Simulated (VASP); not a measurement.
# GaP (F-43m) in VASP: notebook, part 2 of 2

VASP 6.6.1.

## 4. Band structure, SCAN0

POSCAR

```
GaP
1.0
    0.0000000000      2.7252500000      2.7252500000
    2.7252500000      0.0000000000      2.7252500000
    2.7252500000      2.7252500000      0.0000000000
Ga P
1 1
Direct
    0.0000000000      0.0000000000      0.0000000000
    0.7500000000      0.7500000000      0.7500000000
```

INCAR.step1

```
  PREC = Accurate
  ENCUT = 520
  EDIFF = 1E-5
  ISMEAR = -1
  SIGMA = 0.05
  LREAL = False
  LASPH = True
  NELM = 60
  ALGO = Normal
  ISIF = 2
  LWAVE = True
  LCHARG = False
  GGA = PE
```

INCAR.step2

```
  PREC = Accurate
  ENCUT = 520
  EDIFF = 1E-6
  ISMEAR = -1
  SIGMA = 0.05
  LREAL = False
  LASPH = True
  NELM = 60
  ALGO = Normal
  ISIF = 2
  LWAVE = False
  LCHARG = False
  METAGGA = SCAN
  LHFCALC = True
  AEXX = 0.25
  LMIXTAU = True
  PRECFOCK = Fast
  ISTART = 1
```

KPOINTS

```
regular mesh
0
Gamma
  4 4 4
```

KPOINTS_OPT

```
path GXWKGLUWLK,UX
10
line-mode
reciprocal
 0.0000000000  0.0000000000  0.0000000000  G
 0.5000000000  0.0000000000  0.5000000000  X

 0.5000000000  0.0000000000  0.5000000000  X
 0.5000000000  0.2500000000  0.7500000000  W

 0.5000000000  0.2500000000  0.7500000000  W
 0.3750000000  0.3750000000  0.7500000000  K

 0.3750000000  0.3750000000  0.7500000000  K
 0.0000000000  0.0000000000  0.0000000000  G

 0.0000000000  0.0000000000  0.0000000000  G
 0.5000000000  0.5000000000  0.5000000000  L

 0.5000000000  0.5000000000  0.5000000000  L
 0.6250000000  0.2500000000  0.6250000000  U

 0.6250000000  0.2500000000  0.6250000000  U
 0.5000000000  0.2500000000  0.7500000000  W

 0.5000000000  0.2500000000  0.7500000000  W
 0.5000000000  0.5000000000  0.5000000000  L

 0.5000000000  0.5000000000  0.5000000000  L
 0.3750000000  0.3750000000  0.7500000000  K

 0.6250000000  0.2500000000  0.6250000000  U
 0.5000000000  0.0000000000  0.5000000000  X
```

Potentials or basis: VASP PAW PBE potentials, release 64 (Ga_d, P).

Launch:

```console
$ cat potpaw_PBE.64/Ga_d/POTCAR potpaw_PBE.64/P/POTCAR > POTCAR
$ cp INCAR.step1 INCAR
$ mpirun -np 1 vasp_std > vasp.out
$ cp INCAR.step2 INCAR
$ mpirun -np 1 vasp_std > vasp.out
```

OUTCAR:

```text
PREC = Accurate
   ENCUT = 520
   EDIFF = 1E-6
   ISMEAR = -1
   LREAL = False
   LASPH = True
   NELM = 60
   ISIF = 2
   METAGGA = SCAN
   LHFCALC = True
   AEXX = 0.25
   PRECFOCK = Fast
   ISTART = 1

 ion  position               nearest neighbor table
   1  0.000  0.000  0.000-   2 2.36   2 2.36   2 2.36   2 2.36
   2  0.750  0.750  0.750-   1 2.36   1 2.36   1 2.36   1 2.36

  LATTYP: Found a face centered cubic cell.
 ALAT       =     5.4505000000
[... 306 lines left out ...]
     13      11.8839      0.00000

------------------------ aborting loop because EDIFF is reached ----------------------------------------

  FORCE on cell =-STRESS in cart. coord.  units (eV):
  Direction    XX          YY          ZZ          XY          YZ          ZX
  --------------------------------------------------------------------------------------
  -------------------------------------------------------------------------------------
  Total       -0.1785354     -0.1785354     -0.1785354      0.0000000     -0.0000000      0.0000000
  in kB       -7.0662002     -7.0662002     -7.0662002      0.0000000     -0.0000000      0.0000000
  external PRESSURE =      -7.0662002 kB  Pullay stress =       0.0000000 kB

 VOLUME and BASIS-vectors are now :
 -----------------------------------------------------------------------------
  energy-cutoff  :      520.00
  volume of cell :       40.48
      direct lattice vectors                 reciprocal lattice vectors
     0.000000000  2.725250000  2.725250000    -0.183469406  0.183469406  0.183469406
     2.725250000  0.000000000  2.725250000     0.183469406 -0.183469406  0.183469406
     2.725250000  2.725250000  0.000000000     0.183469406  0.183469406 -0.183469406

 POSITION                                       TOTAL-FORCE (eV/Angst)
 -----------------------------------------------------------------------------------
      0.00000      0.00000      0.00000        -0.000000     -0.000000      0.000000
      4.08788      4.08788      4.08788         0.000000      0.000000     -0.000000
 -----------------------------------------------------------------------------------
    total drift:                                0.000334      0.000003      0.000130

  FREE ENERGIE OF THE ION-ELECTRON SYSTEM (eV)
  ---------------------------------------------------
  free  energy   TOTEN  =       -25.5383782608 eV

  energy  without entropy=      -25.5383782607  energy(sigma->0) =      -25.53837826
```

OUTCAR.step1:

```text
PREC = Accurate
   ENCUT = 520
   EDIFF = 1E-5
   ISMEAR = -1
   LREAL = False
[... 332 lines left out ...]
      0.00000      0.00000      0.00000        -0.000000     -0.000000     -0.000000
      4.08788      4.08788      4.08788         0.000000      0.000000      0.000000
 -----------------------------------------------------------------------------------
    total drift:                               -0.000002     -0.000002     -0.000002

  FREE ENERGIE OF THE ION-ELECTRON SYSTEM (eV)
  ---------------------------------------------------
  free  energy   TOTEN  =        -8.9760784755 eV

  energy  without entropy=       -8.9760784567  energy(sigma->0) =       -8.97607847
```

OSZICAR.step1:

```text
N       E                     dE             d eps       ncg     rms          rms(c)
DAV:   1     0.774840404916E+02    0.77484E+02   -0.96474E+03   208   0.208E+03
DAV:   2    -0.295444632983E+01   -0.80438E+02   -0.77495E+02   218   0.323E+02
DAV:   3    -0.915723789945E+01   -0.62028E+01   -0.61695E+01   258   0.774E+01
DAV:   4    -0.927181857263E+01   -0.11458E+00   -0.11452E+00   244   0.108E+01
DAV:   5    -0.927425894002E+01   -0.24404E-02   -0.24393E-02   256   0.134E+00    0.428E+00
DAV:   6    -0.900470922650E+01    0.26955E+00   -0.51293E-01   314   0.133E+01    0.284E+00
DAV:   7    -0.897451877029E+01    0.30190E-01   -0.12921E-01   256   0.262E+00    0.117E+00
DAV:   8    -0.897541550312E+01   -0.89673E-03   -0.17172E-02   238   0.190E+00    0.184E-01
DAV:   9    -0.897590784755E+01   -0.49234E-03   -0.17565E-03   246   0.719E-01    0.886E-02
DAV:  10    -0.897598843347E+01   -0.80586E-04   -0.14216E-04   296   0.133E-01    0.419E-02
DAV:  11    -0.897607913245E+01   -0.90699E-04   -0.12839E-04   213   0.108E-01    0.662E-03
DAV:  12    -0.897607847547E+01    0.65698E-06   -0.38427E-06   169   0.316E-02
   1 F= -.89760785E+01 E0= -.89760785E+01  d E =-.187259E-07
```

It took 13 min on 1 thread of Intel Xeon Platinum 8375C at 2.90GHz (Ice Lake), shared host; peak memory 0.19 GiB.

What came out:

```
Free energy            : -25.5384 eV
Pressure               : -0.7 GPa
Band gap on the k mesh : 3.16 eV, indirect (least direct gap 3.78 eV)
```

Levels at the corners of the path, in eV from the valence-band top:
```csv
point,band 6,band 7,band 8,band 9,band 10,band 11,band 12,band 13
Γ,-14.41,-0.26,-0.26,-0.26,3.52,5.43,5.43,5.43
X,-11.11,-7.79,-3.28,-3.28,2.91,3.20,13.01,13.03
X,-11.11,-7.79,-3.28,-3.28,2.91,3.20,13.01,13.24
W,-11.01,-7.54,-4.25,-4.05,6.19,6.72,7.78,7.89
W,-11.01,-7.54,-4.25,-4.05,6.19,6.72,7.78,7.89
K,-10.78,-7.17,-4.27,-2.41,3.55,6.45,10.26,10.29
K,-10.78,-7.17,-4.27,-2.41,3.55,6.45,10.27,10.31
Γ,-14.41,-0.26,-0.26,-0.26,3.52,5.43,5.43,5.43
Γ,-14.41,-0.26,-0.26,-0.26,3.52,5.43,5.43,5.43
L,-12.12,-7.69,-1.51,-1.51,3.17,6.31,6.31,10.04
L,-12.12,-7.69,-1.51,-1.51,3.17,6.31,6.31,10.04
U,-10.78,-7.17,-4.27,-2.41,3.55,6.45,10.26,10.29
U,-10.78,-7.17,-4.27,-2.41,3.55,6.45,10.26,10.29
W,-11.01,-7.54,-4.25,-4.05,6.19,6.72,7.78,7.89
W,-11.01,-7.54,-4.25,-4.05,6.19,6.72,7.78,7.89
L,-12.12,-7.69,-1.51,-1.51,3.17,6.31,6.31,10.04
L,-12.12,-7.69,-1.51,-1.51,3.17,6.31,6.31,10.04
K,-10.78,-7.17,-4.27,-2.41,3.55,6.45,10.27,10.29
U,-10.78,-7.17,-4.27,-2.41,3.55,6.45,10.26,10.29
X,-11.11,-7.79,-3.28,-3.28,2.91,3.20,13.01,13.04
```

Caveat: the k mesh is coarse (spacing up to 0.50 Å⁻¹), so the values aren't converged, least of all with exact exchange; an unscreened hybrid on a path of extra k points without a Coulomb cutoff has errors near the mesh points, so the bands along the path aren't reliable; the PAW data sets were made with another functional, which shifts forces and pressure a little. A k mesh can miss the band edges.

## 5. The runs side by side

| level | k mesh | grid for exact exchange (PRECFOCK) | exchange at q = 0 | mesh quality | gap on the mesh (eV) | pressure (GPa) |
| --- | --- | --- | --- | --- | --- | --- |
| BLYP | 8 × 8 × 8 | - | - | not flagged | 1.68 | 6.5 |
| PW91 | 8 × 8 × 8 | - | - | not flagged | 1.64 | 2.4 |
| SCAN0 | 4 × 4 × 4 | Fast | default | coarse | 3.16 | -0.7 |

Alike in all rows: task band structure; potentials or basis VASP PAW PBE potentials, release 64 (Ga_d, P); no spin polarisation; cell as given; cutoff (eV) 520; smearing fermi-dirac 0.05 eV.

Caveats: some runs use coarse meshes; the PAW data sets were made with another functional, which shifts forces and pressure a little; an unscreened hybrid on a path of extra k points without a Coulomb cutoff has errors near the mesh points, so the bands along the path aren't reliable (some runs).

Absolute energies hang on the potentials; compare differences alone.

## 6. How close it comes

Step 2. A measured gap of GaP is 2.34 eV (indirect; 10 K; quoted in “Stacking defects in GaP nanowires: Electronic structure and optical properties”, 2018, arxiv:1810.01194); the calculated 1.68 eV misses it by -0.66 eV. Spin-orbit coupling on Ga is left out. The value is that of BLYP, without temperature or zero-point motion. Semilocal functionals fall short of measured gaps as a rule.

Step 3. Measured gap of GaP: 2.34 eV (indirect; 10 K; quoted in “Stacking defects in GaP nanowires: Electronic structure and optical properties”, 2018, arxiv:1810.01194). This calculation gives 1.60 eV (-0.74 eV). Spin-orbit coupling on Ga is left out. The value is that of PW91, without temperature or zero-point motion. Semilocal functionals fall short of measured gaps as a rule.
